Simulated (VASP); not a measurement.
# ZrSe2 in VASP: a series of runs

The runs below take ZrSe2 through relaxation of cell and atoms, with PBE+D3(BJ), rev-vdW-DF2.

Program: VASP 6.6.1. These are calculated values, not measurements. Logs are shortened: lines on timing, memory, paths and dates and some standing lists are left out, and cuts for length are marked.

### Step 1. The slab as given

The cell holds a slab with vacuum, 6 atoms: a = 3.747 Å, b = 3.747 Å, c = 27.288 Å, α = 90.00°, β = 90.00°, γ = 120.00°.

### Step 2. Relaxation of cell and atoms, PBE+D3(BJ)

Input file INCAR:

```
SYSTEM = ZrSe2
PREC = Accurate
ENCUT = 600
EDIFF = 1E-7
ISMEAR = 0
SIGMA = 0.03
LREAL = .False.
LASPH = .True.
NELM = 80
ALGO = Normal
ISIF = 3
LWAVE = .False.
LCHARG = .False.
GGA = PE
IVDW = 12
IBRION = 2
NSW = 90
EDIFFG = -0.005
LATTICE_CONSTRAINTS = .TRUE. .TRUE. .FALSE.
KPAR = 2
```

Input file KPOINTS:

```
regular mesh
0
Gamma
  9 9 1
  0 0 0
```

Input file POSCAR:

```
ZrSe2                                   
1.0
    3.7473980614      0.0000000000      0.0000000000
   -1.8736990307      3.2453419158      0.0000000000
    0.0000000000      0.0000000000     27.2880000000
  Se              Zr            
     4     2
Direct
     0.6666666699999979    0.3333333300000021    0.3304786736545836
     0.3333333300000021    0.6666666699999979    0.4474836002615434
     0.6666666699999979    0.3333333300000021    0.5525163997384567
     0.3333333300000021    0.6666666699999979    0.6695213263454166
     0.0000000000000000    0.0000000000000000    0.3890276650801041
     0.0000000000000000    0.0000000000000000    0.6109723349198960
```

Potentials or basis: VASP PAW PBE potentials, release 64 (Se, Zr_sv).

The run is started by

```console
> cat potpaw_PBE.64/Se/POTCAR potpaw_PBE.64/Zr_sv/POTCAR > POTCAR
> mpirun -np 2 vasp_std > vasp.out
```

OUTCAR:

```text
SYSTEM = ZrSe2
   PREC = Accurate
   ENCUT = 600
   EDIFF = 1E-7
   ISMEAR = 0
   LREAL = .False.
   LASPH = .True.
   NELM = 80
   ISIF = 3
   GGA = PE
   IVDW = 12
   IBRION = 2
   NSW = 90
   EDIFFG = -0.005
 IVDW          = 12

 ion  position               nearest neighbor table
   1  0.667  0.333  0.330-   5 2.69   5 2.69   5 2.69
   2  0.333  0.667  0.447-   5 2.69   5 2.69   5 2.69
   3  0.667  0.333  0.553-   6 2.69   6 2.69   6 2.69
   4  0.333  0.667  0.670-   6 2.69   6 2.69   6 2.69
   5  0.000  0.000  0.389-   2 2.69   2 2.69   2 2.69   1 2.69   1 2.69   1 2.69
   6  0.000  0.000  0.611-   3 2.69   3 2.69   3 2.69   4 2.69   4 2.69   4 2.69

  LATTYP: Found a hexagonal cell.
 ALAT       =     3.7473980614
 C/A-ratio  =     7.2818525155

  Lattice vectors:

 A1 = (   3.7473980614,   0.0000000000,   0.0000000000)
 A2 = (  -1.8736990307,   3.2453419158,   0.0000000000)
 A3 = (   0.0000000000,   0.0000000000,  27.2880000000)

Analysis of symmetry for initial positions (statically):
=====================================================================
 Subroutine PRICEL returns:
 Original cell was already a primitive cell.

 Routine SETGRP: Setting up the symmetry group for a
 hexagonal supercell.

 Subroutine GETGRP returns: Found 12 space group operations
 (whereof 12 operations were pure point group operations)
 out of a pool of 24 trial point group operations.

The static configuration has the point symmetry D_3d.

Analysis of symmetry for dynamics (positions and initial velocities):
=====================================================================
 Subroutine PRICEL returns:
 Original cell was already a primitive cell.

 Routine SETGRP: Setting up the symmetry group for a
 hexagonal supercell.

 Subroutine GETGRP returns: Found 12 space group operations
 (whereof 12 operations were pure point group operations)
 out of a pool of 24 trial point group operations.

The dynamic configuration has the point symmetry D_3d.

 Subroutine INISYM returns: Found 12 space group operations
 (whereof 12 operations are pure point group operations),
 and found     1 'primitive' translations

----------------------------------------------------------------------------------------

                                     Primitive cell

  volume of cell :     331.8654

  direct lattice vectors                    reciprocal lattice vectors
     3.747398061  0.000000000  0.000000000     0.266851822  0.154066971  0.000000000
    -1.873699031  3.245341916  0.000000000     0.000000000  0.308133943  0.000000000
     0.000000000  0.000000000 27.288000000     0.000000000  0.000000000  0.036646145

  length of vectors
     3.747398061  3.747398058 27.288000000     0.308133942  0.308133943  0.036646145

  position of ions in fractional coordinates (direct lattice)
     0.666666670  0.333333330  0.330478674
     0.333333330  0.666666670  0.447483600
     0.666666670  0.333333330  0.552516400
     0.333333330  0.666666670  0.669521326
     0.000000000  0.000000000  0.389027665
     0.000000000  0.000000000  0.610972335

  ion indices of the primitive-cell ions
   primitive index   ion index
                 1           1
                 2           2
                 3           3
                 4           4
                 5           5
                 6           6

----------------------------------------------------------------------------------------

 KPOINTS: regular mesh

Automatic generation of k-mesh.
[... 63 lines left out ...]
   PSTRESS=    0.0 pullay stress
   NELECT =      48.0000    total number of electrons
   NUPDOWN=      -1.0000    fix difference up-down
   EMIN   =  10.00;   EMAX   =-10.00  energy-range for DOS
   EFERMI =   0.00;   METHOD = LEGACY
   ISMEAR =     0;   SIGMA  =   0.03  broadening in eV -4-tet -1-fermi 0-gaus
   EFERMI_NEDOS =   21; number of points for ismear=-14 and -15
   IALGO  =     38    algorithm
   IMIX   =      4    mixing-type and parameters
     AMIX     =   0.40;   BMIX     =  1.00
     AMIX_MAG =   1.60;   BMIX_MAG =  1.00
  volume/ion in A,a.u.               =      55.31       373.26
  Fermi-wavevector in a.u.,A,eV,Ry     =   0.859346  1.623928 10.047563  0.738475
  Thomas-Fermi vector in A             =   1.976687
   LORBIT       =      0    0 simple, 1 ext, 2 COOP (PROOUT), +10 PAW based schemes
   GGA     = PE    functional components
   LHFCALC =     F    Hartree Fock is set to
   AEXX    =    0.0000 exact exchange contribution
   IVDW    =    12    specifies the selected vdW correction
   LEPSILON=     F    determine dielectric tensor
   LRPA    =     F    only Hartree local field effects (RPA)
 conjugate gradient relaxation of ions
 non-spin polarized calculation
 Gauss-broadening in eV      SIGMA  =   0.03
  energy-cutoff  :      600.00
  volume of cell :      331.87
 maximum number of plane-waves:     11143
 NGX is ok and might be reduce to    30
   NGX = 15   NGY = 15   NGZ =109

--------------------------------------- Ionic step        1  -------------------------------------------

 number of electron      48.0000000 magnetization

 Free energy of the ion-electron system (eV)
  ---------------------------------------------------
  ext. energy  EPLUGINS =         0.00000000
  ---------------------------------------------------
  free energy    TOTEN  =       -39.11858530 eV

  energy without entropy =      -39.11858530  energy(sigma->0) =      -39.11858530

------------------------ aborting loop because EDIFF is reached ----------------------------------------

 Edisp (eV)   -2.01227

 E8    (eV) :    -0.9355

  FORCE on cell =-STRESS in cart. coord.  units (eV):
  Direction    XX          YY          ZZ          XY          YZ          ZX
  --------------------------------------------------------------------------------------
  -------------------------------------------------------------------------------------
  Total       0.02739     0.02739    -0.00492     0.00000    -0.00000     0.00000
  in kB       0.13223     0.13223    -0.02374     0.00000    -0.00000     0.00000
  external pressure =        0.08 kB  Pullay stress =        0.00 kB

 VOLUME and BASIS-vectors are now :
 -----------------------------------------------------------------------------
  energy-cutoff  :      600.00
  volume of cell :      331.87
      direct lattice vectors                 reciprocal lattice vectors
     3.747398061  0.000000000  0.000000000     0.266851822  0.154066971  0.000000000
    -1.873699031  3.245341916  0.000000000     0.000000000  0.308133943  0.000000000
     0.000000000  0.000000000 27.288000000     0.000000000  0.000000000  0.036646145

 POSITION                                       TOTAL-FORCE (eV/Angst)
 -----------------------------------------------------------------------------------
      1.87370      1.08178      9.01810         0.000000     -0.000000     -0.007901
     -0.00000      2.16356     12.21093        -0.000000     -0.000000      0.001129
      1.87370      1.08178     15.07707         0.000000     -0.000000     -0.001129
     -0.00000      2.16356     18.26990        -0.000000      0.000000      0.007901
      0.00000      0.00000     10.61579         0.000000      0.000000      0.008272
      0.00000      0.00000     16.67221         0.000000      0.000000     -0.008272
 -----------------------------------------------------------------------------------
    total drift:                                0.000000      0.000000     -0.000000

  FREE ENERGIE OF THE ION-ELECTRON SYSTEM (eV)
  ---------------------------------------------------
  free  energy   TOTEN  =       -41.1308580915 eV

  energy  without entropy=      -41.1308580915  energy(sigma->0) =      -41.13085809

--------------------------------------- Ionic step        2  -------------------------------------------

 number of electron      48.0000000 magnetization

 Free energy of the ion-electron system (eV)
  ---------------------------------------------------
  ext. energy  EPLUGINS =         0.00000000
  ---------------------------------------------------
  free energy    TOTEN  =       -39.11952300 eV

  energy without entropy =      -39.11952300  energy(sigma->0) =      -39.11952300

 E-fermi :  -0.7910     XC(G=0):  -4.7186

 val. band max:       -0.9417329941   @ k =   0.0000   0.0000   0.0000
 cond. band min:      -0.6462397753   @ k =   0.4444  -0.0000   0.0000
 fundamental gap:      0.2954932188
 Fermi energy:        -0.7909852520

 k-point     1 :       0.0000    0.0000    0.0000
  band No.  band energies     occupation
      1     -50.4068      2.00000
      2     -50.4068      2.00000
      3     -28.4582      2.00000
      4     -28.4579      2.00000
      5     -28.3409      2.00000
      6     -28.3409      2.00000
[... 361 lines left out ...]
     27       1.2812      0.00000
     28       1.2812      0.00000

------------------------ aborting loop because EDIFF is reached ----------------------------------------

 Edisp (eV)   -2.01134

 E8    (eV) :    -0.9350

  FORCE on cell =-STRESS in cart. coord.  units (eV):
  Direction    XX          YY          ZZ          XY          YZ          ZX
  --------------------------------------------------------------------------------------
  -------------------------------------------------------------------------------------
  Total      -0.01969    -0.01969    -0.04245     0.00000     0.00000     0.00000
  in kB      -0.09503    -0.09503    -0.20487     0.00000     0.00000     0.00000
  external pressure =       -0.13 kB  Pullay stress =        0.00 kB

 VOLUME and BASIS-vectors are now :
 -----------------------------------------------------------------------------
  energy-cutoff  :      600.00
  volume of cell :      332.01
      direct lattice vectors                 reciprocal lattice vectors
     3.748223348  0.000000000  0.000000000     0.266793066  0.154033049  0.000000000
    -1.874111674  3.246056635  0.000000000     0.000000000  0.308066098  0.000000000
     0.000000000  0.000000000 27.288000000     0.000000000  0.000000000  0.036646145

 POSITION                                       TOTAL-FORCE (eV/Angst)
 -----------------------------------------------------------------------------------
      1.87411      1.08202      9.01772         0.000000      0.000000      0.002189
     -0.00000      2.16404     12.21099        -0.000000     -0.000000     -0.001003
      1.87411      1.08202     15.07701         0.000000      0.000000      0.001003
     -0.00000      2.16404     18.27028        -0.000000     -0.000000     -0.002189
      0.00000      0.00000     10.61619         0.000000      0.000000      0.000054
      0.00000      0.00000     16.67181         0.000000     -0.000000     -0.000054
 -----------------------------------------------------------------------------------
    total drift:                                0.000000      0.000000     -0.000000

  FREE ENERGIE OF THE ION-ELECTRON SYSTEM (eV)
  ---------------------------------------------------
  free  energy   TOTEN  =       -41.1308634644 eV

  energy  without entropy=      -41.1308634644  energy(sigma->0) =      -41.13086346

 reached required accuracy - stopping structural energy minimisation
```

Wall time 2.3 min (2 MPI ranks of Intel Xeon 6975P-C (Granite Rapids), shared host); peak memory 0.58 GiB.

What came out:

```
Free energy                            : -41.1309 eV
Relaxed volume                         : 55.34 Å³/atom
Relaxed cell                           : a = 3.748 Å, b = 3.748 Å, c = 27.288 Å, α = 90.00°, β = 90.00°, γ = 120.00°
Space group after relaxing (to 0.05 Å) : P-3m1 (No. 164)
Energy gained by relaxing              : 0.0 meV/atom
Ionic steps                            : 2
Band gap on the k mesh                 : 0.30 eV, indirect (least direct gap 1.05 eV)
Dispersion energy per atom             : -0.335 eV
```

Forces in eV/Å, atoms in the order of the input:
```
Se   0.000  0.000  0.002
Se   0.000  0.000 -0.001
Se   0.000  0.000  0.001
Se   0.000  0.000 -0.002
Zr   0.000  0.000  0.000
Zr   0.000  0.000  0.000
```

Final structure:
```cif
data_structure
_symmetry_space_group_name_H-M 'P 1'
_symmetry_Int_Tables_number 1
_cell_length_a 3.7482
_cell_length_b 3.7482
_cell_length_c 27.2880
_cell_angle_alpha 90.000
_cell_angle_beta 90.000
_cell_angle_gamma 120.000
_cell_volume 332.01
loop_
_atom_site_label
_atom_site_type_symbol
_atom_site_fract_x
_atom_site_fract_y
_atom_site_fract_z
_atom_site_occupancy
Se1 Se 0.66667 0.33333 0.33046 1
Se2 Se 0.33333 0.66667 0.44749 1
Se3 Se 0.66667 0.33333 0.55251 1
Se4 Se 0.33333 0.66667 0.66954 1
Zr1 Zr 0.00000 0.00000 0.38904 1
Zr2 Zr 0.00000 0.00000 0.61096 1
```

Levels at points of the mesh, in eV from the valence-band top:
| k point | band 20 | band 21 | band 22 | band 23 | band 24 | band 25 | band 26 | band 27 | band 28 |
| --- | --- | --- | --- | --- | --- | --- | --- | --- | --- |
| (0.00, 0.00, 0.00) | -0.61 | -0.13 | -0.13 | 0.00 | 0.00 | 1.05 | 1.05 | 1.07 | 1.07 |

A hybrid or GW would open this gap; PBE tends to underestimate it.

(Part 1 of 3 ends here.)
